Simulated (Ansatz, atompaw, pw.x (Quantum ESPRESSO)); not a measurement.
**What a changed setting does to a pw.x run (sc Sr)**

Potential: PAW, atompaw 4.2.0.5, PBE; core [Ar] 3d10, reference 4s2 4p6 4d0 5s2 5p0; waves: 4s (bound): rc 2.10 bohr; 5s (bound): rc 3.00 bohr; 4p (bound): rc 2.80 bohr; 5p (bound, empty): rc 2.60 bohr; 4d (bound, empty): rc 3.00 bohr; 4d channel at 1.45 Ry: rc 3.00 bohr; local part: bessel scheme, radius 2.30 bohr; core correction: smooth core density matched at 1.75 bohr; augmentation: sinc compensation charge, radius 2.80 bohr; PAW radius 3.00 bohr; waves and projectors: custom polynom2 7 10 vanderbiltortho.

The reference run (k-mesh 9³, cutoffs 55/550 Ry, Fermi–Dirac 0.01 Ry, mixing_beta 0.4, conv_thr 1e-9, no spin) gives 0.02 GPa at 58.379 Å³/atom, where all-electron LAPW gives -0.03 GPa. This run, with its own iteration cap, changes degauss to 0.005.

```
&control
  calculation='scf', prefix='x', pseudo_dir='./', outdir='./tmp', tstress=.true., disk_io='none'
/
&system
  ibrav=0, nat=1, ntyp=1, ecutwfc=55, ecutrho=550, nbnd=12,
  occupations='smearing', smearing='fd', degauss=0.005
/
&electrons
  conv_thr=1e-09, mixing_beta=0.4, electron_maxstep=60
/
ATOMIC_SPECIES
Sr 1.0 Sr.UPF
CELL_PARAMETERS angstrom
  3.87928973 0.00000000 0.00000000
  0.00000000 3.87928973 0.00000000
  0.00000000 0.00000000 3.87928973
ATOMIC_POSITIONS crystal
Sr 0.0000 0.0000 0.0000
K_POINTS automatic
9 9 9 0 0 0
```

```bash
pw.x < Sr.scf.in > Sr.scf.out
```

Task: How does the run end?

Result: It converges in 9 iterations; the free energy moves by +32.5 meV/atom and the pressure by -0.11 GPa. In a metal, with Fermi–Dirac smearing, F lies below its zero-width value by a term in the square of the width.

```
Message from routine setup:
     using ibrav=0 with symmetry is DISCOURAGED, use correct ibrav instead
     lattice parameter (alat)  =       7.3308  a.u.
     unit-cell volume          =     393.9610 (a.u.)^3
     number of electrons       =        10.00
     number of Kohn-Sham states=           12
     kinetic-energy cutoff     =      55.0000  Ry
     charge density cutoff     =     550.0000  Ry
     scf convergence threshold =      1.0E-09
     Exchange-correlation= SLA PW PBX PBC
     number of k points=    35  Fermi-Dirac smearing, width (Ry)=  0.0050
     iteration #  1     ecut=    55.00 Ry     beta= 0.40
     total energy              =    -260.22038695 Ry
     estimated scf accuracy    <       0.00379732 Ry
     iteration #  2     ecut=    55.00 Ry     beta= 0.40
     total energy              =    -260.22057303 Ry
     estimated scf accuracy    <       0.00132685 Ry
     iteration #  3     ecut=    55.00 Ry     beta= 0.40
     total energy              =    -260.22063165 Ry
     estimated scf accuracy    <       0.00001473 Ry
     iteration #  4     ecut=    55.00 Ry     beta= 0.40
     total energy              =    -260.22064440 Ry
     estimated scf accuracy    <       0.00000094 Ry
     iteration #  5     ecut=    55.00 Ry     beta= 0.40
     total energy              =    -260.22064478 Ry
     estimated scf accuracy    <       0.00000032 Ry
     iteration #  6     ecut=    55.00 Ry     beta= 0.40
     total energy              =    -260.22064481 Ry
     estimated scf accuracy    <          7.4E-09 Ry
     iteration #  7     ecut=    55.00 Ry     beta= 0.40
     total energy              =    -260.22064483 Ry
     estimated scf accuracy    <          6.4E-09 Ry
     iteration #  8     ecut=    55.00 Ry     beta= 0.40
     total energy              =    -260.22064483 Ry
     estimated scf accuracy    <          4.7E-09 Ry
     iteration #  9     ecut=    55.00 Ry     beta= 0.40
     the Fermi energy is     4.6064 ev
!    total energy              =    -260.22064483 Ry
     estimated scf accuracy    <          3.4E-11 Ry
     smearing contrib. (-TS)   =      -0.00174142 Ry
     convergence has been achieved in   9 iterations
          total   stress  (Ry/bohr**3)                   (kbar)     P=       -0.91
     Message from routine punch:
     Nothing written, as per user request (disk_io='none')
```

The run took about 43 s on one core of a shared server CPU.
